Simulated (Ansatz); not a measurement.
## Structure types of Ga at zero pressure (with spin–orbit coupling)

Structure types of Ga are relaxed in primitive cells with their symmetry kept at 0 GPa, first on PAW files, then by LAPW. The enthalpy is E + pV at zero temperature, without zero-point motion. Only the types listed were tried, and differences under about 5 meV/atom are mesh noise. The real phase may be another.

Level of theory: DFT with PBE, with spin–orbit coupling, in Ansatz 0.2.0; Fermi–Dirac smearing of 0.05 eV, no spin polarisation. LAPW: all electrons, basis error target 0.5 meV/atom; PAW: frozen-core files, cutoff 420 eV.

k meshes: fcc 17×17×17, bcc 17×17×17, hcp 16×16×9, sc 15×15×15, diamond 12×12×12.

| start type | ends as | a, b, c (Å) | V (Å³/atom) | H − H(lowest), LAPW (meV/atom) |
| --- | --- | --- | --- | --- |
| fcc | fcc, Fm-3m | 4.236, 4.236, 4.236 | 19.00 | 0.0 |
| bcc | bcc, Im-3m | 3.376, 3.376, 3.376 | 19.23 | ? |
| hcp | hcp, P6_3/mmc | 2.987, 2.987, 4.925 | 19.03 | 5.0 |
| sc | sc, Pm-3m | 2.722, 2.722, 2.722 | 20.17 | 60.6 |
| diamond | diamond, Fd-3m | 5.877, 5.877, 5.877 | 25.38 | ? |

What belongs in the row "bcc", column "H − H(lowest), LAPW (meV/atom)"?

15.2.

Give the missing entry: row "diamond", column "H − H(lowest), LAPW (meV/atom)".

256.1.
